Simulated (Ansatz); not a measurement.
Crystal: Li.

```xyz
1
Lattice="-1.7547 1.7547 1.7547 1.7547 -1.7547 1.7547 1.7547 1.7547 -1.7547" Properties=species:S:1:pos:R:3 pbc="T T T"
Li    0.0000    0.0000    0.0000
```

| Item | Value |
| --- | --- |
| Program | Ansatz 0.2.0 |
| Task | relaxation of cell and atoms |
| Functional | LDA |
| Potentials or basis | all-electron LAPW, scalar-relativistic |
| Basis error allowed | 0.001 eV/atom |
| k mesh | 11 × 11 × 11 |
| Occupations | fermi-dirac, width 0.05 eV |
| Spin | no spin polarisation |

At the start: volume 21.61 Å³/atom.

**Question.** How do energy, volume and symmetry change on relaxing?

**Answer.** Over 5 steps the energy falls by 13.9 meV/atom and the volume is 19.03 Å³/atom (-11.9 %); space group Im-3m (No. 229, to 0.05 Å).

Step by step:
```tsv
step	energy change (eV)	largest force (eV/Å)	volume (Å³)
1	0.0000	0.0000	21.61
2	-0.0090	0.0000	20.48
3	-0.0137	0.0000	18.77
4	-0.0139	0.0000	19.03
5	-0.0139	0.0000	19.03
```

Final structure:
```cif
data_structure
_symmetry_space_group_name_H-M 'P 1'
_symmetry_Int_Tables_number 1
_cell_length_a 2.9132
_cell_length_b 2.9132
_cell_length_c 2.9132
_cell_angle_alpha 109.471
_cell_angle_beta 109.471
_cell_angle_gamma 109.471
_cell_volume 19.03
loop_
_atom_site_label
_atom_site_type_symbol
_atom_site_fract_x
_atom_site_fract_y
_atom_site_fract_z
_atom_site_occupancy
Li1 Li 0.00000 0.00000 0.00000 1
```

The cell as given is a measured one (21.61 Å³/atom); LDA puts the equilibrium volume -11.9 % from it, thermal expansion not counted.

Caveat: the volume moved by -12 % from the deposited cell, more than functionals usually miss.
